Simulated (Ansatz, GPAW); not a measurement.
SnSe: GLLB-SC, run from Python

These are simulated results from GPAW 26.7.0, not measurements. The cell began as a measured structure and was relaxed with r2SCAN+rVV10 in plane waves (Ansatz 0.2.0). All runs are without spin polarisation.

It is cubic, Fm-3m (No. 225); conventional cell a = 5.970 Å, 26.59 Å³ an atom. Sn is surrounded by 6 Se at 2.98 Å; Se is surrounded by 6 Sn at 2.98 Å.

GLLB-SC is a model potential. Its fundamental gap is the Kohn-Sham gap plus a derivative discontinuity, which the script evaluates at the band edges among the listed k points. Its total energy isn't variational and serves nothing here.

Input script:

```python
import json
from ase import Atoms
from gpaw import GPAW, PW, FermiDirac

atoms = Atoms(['Sn', 'Se'],
              cell=[[-0.0, 2.984889, 2.984889], [2.984889, -0.0, 2.984889], [2.984889, 2.984889, 0.0]],
              scaled_positions=[[0.0, 0.0, 0.0], [0.5, 0.5, 0.5]],
              pbc=True)
calc = GPAW(mode=PW(400), xc='GLLBSC', kpts={'size': (6, 6, 6), 'gamma': True},
            occupations=FermiDirac(0.02), maxiter=100, legacy_gpaw=True, txt='gpaw.txt')
atoms.calc = calc
res = {'energy': atoms.get_potential_energy(force_consistent=True)}
res['electrons'] = calc.get_number_of_electrons()
res['k'] = calc.get_ibz_k_points().tolist()
res['levels'] = [calc.get_eigenvalues(kpt=i).tolist() for i in range(len(res['k']))]
points = [[0.0, 0.0, 0.0], [0.5, 0.0, 0.5], [0.625, 0.25, 0.625], [0.375, 0.375, 0.75], [0.5, 0.5, 0.5], [0.5, 0.25, 0.75], [-0.060547, -0.042155, 0.479411], [0.5, 0.475, 0.525]]
bands = calc.fixed_density(kpts=points, symmetry='off', nbands=round(res['electrons']) // 2 + 6, convergence={'bands': -2}, txt='bands.txt')
res['points'] = [bands.get_eigenvalues(kpt=i).tolist() for i in range(len(points))]
homo, lumo = bands.get_homo_lumo()
potential = calc.hamiltonian.xc.response.calculate_discontinuity_potential(homo, lumo)
res['discontinuity'] = bands.hamiltonian.xc.response.calculate_discontinuity(potential)
json.dump(res, open('results.json', 'w'))
print('free energy (eV):', round(res['energy'], 5))
```

Command: `python run.py`. It took 7.2 s on 1 thread of Arm Neoverse V2 (shared host), peak memory 0.15 GiB.

The log gpaw.txt, trimmed of paths, versions and times, then the last line on the terminal. An iter line gives the energy in eV and the logarithms of the changes of orbitals (plane waves alone) and density (c: converged):

```
___ ___ ___ _ _ _
 |   |   |_  | | | |

 | | | | | . | | | |

 |__ |  _|___|_____|  26.7.0
 |___|_|

Input parameters:
  kpts: {gamma: True,
         size: (6, 6, 6)}
  maxiter: 100
  mode: {ecut: 400.0,
         name: pw}
  occupations: {fixmagmom: False,
                name: fermi-dirac,
                width: 0.02}
  xc: GLLBSC

System changes: positions, numbers, cell, pbc, initial_charges, initial_magmoms

Initialize ...

species:
  Sn:
    name:    Tin
    Z:       50.0
    valence: 14
    core:    36
    charge:  0.0  # [|e|]
    compensation charges:
      type: gauss
      rc: 0.38  # [Å]
      lmax: 2
    cutoffs:
      filter: 2.23  # [Å]
      core: 2.35  # [Å]
    projectors
    | kind |    occ | energy [eV] | rcut [Å] |

    |------|--------|-------------|----------|

    |   5s |  2.000 |     -11.581 |    1.201 |

    |   5p |  2.000 |      -5.035 |    1.270 |

    |   4d | 10.000 |     -27.256 |    1.185 |

    |    s |        |      15.630 |    1.201 |

    |    p |        |      22.176 |    1.270 |

    |    d |        |      -0.045 |    1.185 |

    Using partial waves for Sn as LCAO basis

  Se:
    name:    Selenium
    Z:       34.0
    valence: 6
    core:    28
    charge:  0.0  # [|e|]
    compensation charges:
      type: gauss
      rc: 0.27  # [Å]
      lmax: 2
    cutoffs:
      filter: 1.77  # [Å]
      core: 2.61  # [Å]
    projectors
    | kind |    occ | energy [eV] | rcut [Å] |

    |------|--------|-------------|----------|

    |   4s |  2.000 |     -19.929 |    0.847 |

    |   4p |  4.000 |      -9.440 |    1.005 |

    |    s |        |       7.282 |    0.847 |

    |    p |        |      17.771 |    1.005 |

    |    d |        |       0.000 |    0.847 |

    Using partial waves for Se as LCAO basis

Reference energy: -233993.413518  # eV

Spin-paired calculation

Convergence criteria:
 Maximum [total energy] change in last 3 cyles: 0.0005 eV / valence electron
 Maximum integral of absolute [dens]ity change: 0.0001 electrons / valence electron
 Maximum integral of absolute [eigenst]ate change: 4e-08 eV^2 / valence electron
 Maximum number of scf [iter]ations: 100
 (Square brackets indicate name in SCF output, whereas a 'c' in
 the SCF output indicates the quantity has converged.)

Symmetries present (total): 48

  ( 1  0  0)  ( 1  0  0)  ( 1  0  0)  ( 1  0  0)  ( 1  0 -1)  ( 1  0 -1)
  ( 1  0 -1)  ( 1 -1  0)  ( 0  1  0)  ( 0  0  1)  ( 1  0  0)  ( 1 -1  0)
  ( 1 -1  0)  ( 1  0 -1)  ( 0  0  1)  ( 0  1  0)  ( 1 -1  0)  ( 1  0  0)

  ( 1  0 -1)  ( 1  0 -1)  ( 1 -1  0)  ( 1 -1  0)  ( 1 -1  0)  ( 1 -1  0)
  ( 0  1 -1)  ( 0  0 -1)  ( 1  0  0)  ( 1  0 -1)  ( 0 -1  1)  ( 0 -1  0)
  ( 0  0 -1)  ( 0  1 -1)  ( 1  0 -1)  ( 1  0  0)  ( 0 -1  0)  ( 0 -1  1)

  ( 0  1  0)  ( 0  1  0)  ( 0  1  0)  ( 0  1  0)  ( 0  1 -1)  ( 0  1 -1)
  ( 1  0  0)  ( 0  1 -1)  ( 0  0  1)  (-1  1  0)  ( 1  0 -1)  ( 0  1  0)
  ( 0  0  1)  (-1  1  0)  ( 1  0  0)  ( 0  1 -1)  ( 0  0 -1)  (-1  1  0)

  ( 0  1 -1)  ( 0  1 -1)  ( 0  0  1)  ( 0  0  1)  ( 0  0  1)  ( 0  0  1)
  ( 0  0 -1)  (-1  1  0)  ( 1  0  0)  ( 0  1  0)  ( 0 -1  1)  (-1  0  1)
  ( 1  0 -1)  ( 0  1  0)  ( 0  1  0)  ( 1  0  0)  (-1  0  1)  ( 0 -1  1)
[... 5 lines left out ...]
  ( 0 -1  1)  ( 0 -1  1)  ( 0 -1  0)  ( 0 -1  0)  ( 0 -1  0)  ( 0 -1  0)
  ( 0 -1  0)  (-1  0  1)  ( 1 -1  0)  ( 0  0 -1)  ( 0 -1  1)  (-1  0  0)
  ( 1 -1  0)  ( 0  0  1)  ( 0 -1  1)  (-1  0  0)  ( 1 -1  0)  ( 0  0 -1)

  (-1  1  0)  (-1  1  0)  (-1  1  0)  (-1  1  0)  (-1  0  1)  (-1  0  1)
  ( 0  1  0)  ( 0  1 -1)  (-1  0  1)  (-1  0  0)  ( 0  0  1)  ( 0 -1  1)
  ( 0  1 -1)  ( 0  1  0)  (-1  0  0)  (-1  0  1)  ( 0 -1  1)  ( 0  0  1)

  (-1  0  1)  (-1  0  1)  (-1  0  0)  (-1  0  0)  (-1  0  0)  (-1  0  0)
  (-1  1  0)  (-1  0  0)  ( 0  0 -1)  ( 0 -1  0)  (-1  1  0)  (-1  0  1)
  (-1  0  0)  (-1  1  0)  ( 0 -1  0)  ( 0  0 -1)  (-1  0  1)  (-1  1  0)

216 k-points: 6 x 6 x 6 Monkhorst-Pack grid + [1/12,1/12,1/12]
16 k-points in the irreducible part of the Brillouin zone
       k-points in crystal coordinates                weights
   0:     0.00000000    0.00000000    0.00000000          1/216
   1:     0.16666667    0.16666667    0.00000000          6/216
   2:     0.16666667    0.16666667    0.16666667          8/216
   3:     0.33333333    0.16666667    0.16666667         12/216
   4:     0.33333333    0.33333333   -0.33333333         12/216
   5:     0.33333333    0.33333333    0.00000000          6/216
   6:     0.33333333    0.33333333    0.16666667         24/216
   7:     0.33333333    0.33333333    0.33333333          8/216
   8:     0.50000000    0.33333333   -0.33333333         24/216
   9:     0.50000000    0.33333333   -0.16666667         12/216
          ...
  15:     0.50000000    0.50000000    0.50000000          4/216

Wave functions: Plane wave expansion
  Cutoff energy: 400.000 eV
  Number of coefficients (min, max): 941, 982
  Pulay-stress correction: 0.000000 eV/Ang^3 (de/decut=0.000000)
  Using FFTW library
  ScaLapack parameters: grid=1x1, blocksize=None
  Wavefunction extrapolation:
    Improved wavefunction reuse through dual PAW basis

Occupation numbers: Fermi-Dirac:
  width: 0.0200  # eV

Eigensolver
   Davidson(niter=2)

Densities:
  Coarse grid: 20*20*20 grid
  Fine grid: 40*40*40 grid
  Total Charge: 0.000000

Density mixing:
  Method: separate
  Backend: msr1
  Linear mixing parameter: 0.05
  old densities: 10
  Width of damping distribution: 1.1
  Damping of long wavelength oscillations: 20

Hamiltonian:
  XC and Coulomb potentials evaluated on a 40*40*40 grid
  Using the GLLBSC Exchange-Correlation functional
  External potential:
    NoExternalPotential

XC parameters: GLLBSC functional being used consists of
  -----------------------------------------------------------------------
  | Weight | Module     | Description                                   |

  -----------------------------------------------------------------------
  |  1.000 | SCREENING  | GGA_X_PBE_SOL with 2 nearest neighbor stencil |

  |  1.000 | RESPONSE   | eps=0.0500 eV                                 |

  |  1.000 | XC         | GGA_C_PBE_SOL with 2 nearest neighbor stencil |

  -----------------------------------------------------------------------

Memory estimate:
  Process memory now: 113.71 MiB
  Calculator: 11.58 MiB
    Density: 4.10 MiB
      Arrays: 1.59 MiB
      Localized functions: 1.29 MiB
      Mixer: 1.22 MiB
    Hamiltonian: 1.07 MiB
      Arrays: 1.04 MiB
      XC: 0.00 MiB
      Poisson: 0.00 MiB
      vbar: 0.03 MiB
    Wavefunctions: 6.41 MiB
      Arrays psit_nG: 3.12 MiB
      Eigensolver: 0.30 MiB
      Projections: 0.10 MiB
      Projectors: 2.36 MiB
      PW-descriptor: 0.54 MiB

Total number of cores used: 1

Number of atoms: 2
Number of atomic orbitals: 13
Number of bands in calculation: 13
Number of valence electrons: 20
Bands to converge: occupied

... initialized

Initializing position-dependent things.

Density initialized from atomic densities
Creating initial wave functions:
  13 bands from LCAO basis set
Positions:
   0 Sn     0.000000    0.000000    0.000000    ( 0.0000,  0.0000,  0.0000)
   1 Se     2.984889    2.984889    2.984889    ( 0.0000,  0.0000,  0.0000)

Unit cell:
           periodic     x           y           z      points  spacing
  1. axis:    yes   -0.000000    2.984889    2.984889    20     0.1723
  2. axis:    yes    2.984889   -0.000000    2.984889    20     0.1723
  3. axis:    yes    2.984889    2.984889    0.000000    20     0.1723

  Lengths:   4.221271   4.221271   4.221271
  Angles:   60.000000  60.000000  60.000000

Effective grid spacing dv^(1/3) = 0.1880

iter:   1    -9.853711
iter:   2    -9.693556   -1.07  -1.20
iter:   3    -9.052080   -1.82  -1.24
iter:   4    -9.021888   -2.23  -1.59
iter:   5    -9.153700   -2.23  -1.57
iter:   6    -9.026389   -3.02  -1.86
iter:   7    -9.009584   -3.84  -2.10
iter:   8    -9.027373   -3.63  -2.03
iter:   9    -9.021115   -4.95  -2.56
iter:  10    -9.021132c  -4.54  -2.68
iter:  11    -9.022189c  -5.67  -3.67
iter:  12    -9.021113c  -6.38  -3.98
iter:  13    -9.021130c  -7.27  -4.15c
iter:  14    -9.021045c  -7.96c -4.58c

Converged after 14 iterations.

Energy contributions relative to reference atoms: (reference = -233993.413518)

Kinetic:        +52.538732
Potential:      -49.794254
External:        +0.000000
XC:             -11.983159
Entropy (-ST):   -0.000000
Local:           +0.217636
SIC:             +0.000000
--------------------------
Free energy:     -9.021045
Extrapolated:    -9.021045

GLLBSC response reference energy: 6.15072 eV (from HOMO)

Showing only first 2 kpts
 Kpt  Band  Eigenvalues  Occupancy
  0     8      3.63540    2.00000
  0     9      3.63540    2.00000
  0    10     10.58294    0.00000
  0    11     10.58295    0.00000

  1     8      3.21991    2.00000
  1     9      5.07640    2.00000
  1    10      7.82793    0.00000
  1    11     10.43859    0.00000

Fermi level: 6.41857

Gap: 0.536 eV
Transition (v -> c):
  (s=0, k=15, n=9, [0.50, 0.50, 0.50]) -> (s=0, k=15, n=10, [0.50, 0.50, 0.50])
No difference between direct/indirect transitions

free energy (eV): -9.02105
```

The gap in the log is over the mesh alone; results.json adds the listed points. GLLB-SC gives a gap of 0.09 eV (0.062 eV Kohn-Sham over the listed points plus 0.028 eV discontinuity). On the same cell, plane-wave PBE (Ansatz, 8×8×8 k points and the special points) gives no gap at the points read and r2SCAN a gap of 0.03 eV; on shared hosts these took about 2.1 and 5.7 core-seconds on the 2-atom cell, against 7.2 for the script. Spin-orbit coupling, left out in all these runs, can cut or reorder the gap by tenths of an eV, up to about 1 eV with Pb or Bi.

No spin-orbit coupling is included; it can move band edges with weight on the heavy atoms by tenths of an eV.
